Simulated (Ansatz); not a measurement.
**Zn₃Sn₂O₇: 67Zn nuclear quadrupole resonance**

Cell: a Materials Project structure (computed, not necessarily an observed phase), taken as it stands.

Space group Cmc2_1 (No. 36); a = 19.0614, b = 5.4296, c = 5.3885 Å.

```
site  Wyckoff  site symmetry       x       y       z
 Zn1       4a            m..  0.5000  0.7564  0.2724
 Zn3       8b              1  0.2962  0.7190  0.2084
  Sn       8b              1  0.6038  0.2469  0.2448
 O11       8b              1  0.7941  0.8659  0.3347
 O15       8b              1  0.3647  0.0841  0.9173
 O19       8b              1  0.4249  0.5829  0.0741
 O21       4a            m..  0.5000  0.1215  0.1492
```

One atom of each set is listed; the run and its k-mesh use a cell of 24 atoms with edges of 9.91, 9.91, 5.39 Å.

Method: Kohn–Sham DFT in Ansatz, r2SCAN, plane waves and PAW, scalar-relativistic, 500 eV cutoff, Γ-centred 4×4×4 k-points, Fermi–Dirac smearing 0.02 eV.

67Zn: I = 5/2, Q = 122.0 mb (year-2017 value). Static lattice, zero field.

Problem. At which frequencies do the 67Zn NQR lines lie?

Solution. For I = 5/2 and η = 0 the lines are 3|C_Q|/20 and twice that; η pulls their ratio below 2. At large η the states mix, and weaker lines appear at sums of the main ones; lines under 5 % of the strongest are left out.

| site | atoms | V_zz (10²¹ V/m²) | C_Q (MHz) | η | line frequencies (MHz) |
| --- | --- | --- | --- | --- | --- |
| Zn1 | 2 | -4.71 | -13.9 | 0.94 | 3.53, 3.72, 7.24 |
| Zn3 | 4 | -3.09 | -9.10 | 0.79 | 2.08, 2.49, 4.58 |

At this cell the r2SCAN pressure is -8 GPa, so with r2SCAN the cell would shrink if it were relaxed. The entry's cell may itself be off. With these PAW files V_zz is typically within 2 to 3 % of all-electron values, but misses above 10 % occur on Zn.

Hardware: 1 thread of Intel Xeon Platinum 8259CL CPU @ 2.50GHz (Skylake/Cascade Lake) (x86_64; 44 cores open to the job, memory cap 2.5 GiB, no GPU), a shared host with a load of 0.6 a core. Wall time 3.5 min, CPU time 3.5 min, peak memory 1.8 GiB.
